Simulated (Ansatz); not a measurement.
Rows from a G0W0 calculation on BAs (honeycomb bilayer) (Ansatz 0.2.0; G0W0 on PBE, plane waves, PAW; PAW set soft_1; 6×6×1 mesh, 443 empty bands, screening to 75 eV, PAW set soft_1 files), in eV. Spin-orbit coupling is left out.

```tsv
row	k	band	start	Σx	Σc at the solution	Vxc
A	(0.333, 0.333, 0.000)	c2	-3.663	-7.716	-3.733	-11.530
B	(0.333, 0.333, 0.000)	c1	-4.721	-7.776	-3.055	-10.847
C	(0.333, 0.333, 0.000)	v1	-4.986	-13.672	0.820	-12.710
```

Q: Work out each quasiparticle level and how far it moved.

The quasiparticle equation reads E = start + Σx + Σc(E) − Vxc.

```tsv
row	E (eV)	shift (eV)
A	-3.583	+0.080
B	-4.705	+0.016
C	-5.129	−0.142
```

Limits: not at the basis limit; coarse mesh for a sheet; no spin-orbit coupling.

[Paths, hosts, dates, memory and timing lines, banners, echoed tables and standing remarks are left out of the program output.]

[Logs are printed without paths, hosts, clocks, repeated set-up lines and the standing remarks that a program may print on its own settings, such as how far it seeks lower states.]

[Runs of the session that timed out or met a known fault of the program may be left out.]

[Cells called generated may have been cut or substituted from an entry of the Crystallography Open Database or the Materials Project.]

[Hosts, paths, dates, database ids (printed as entryN), source tags and the programs' standing remarks are cut or masked in the printed files.]
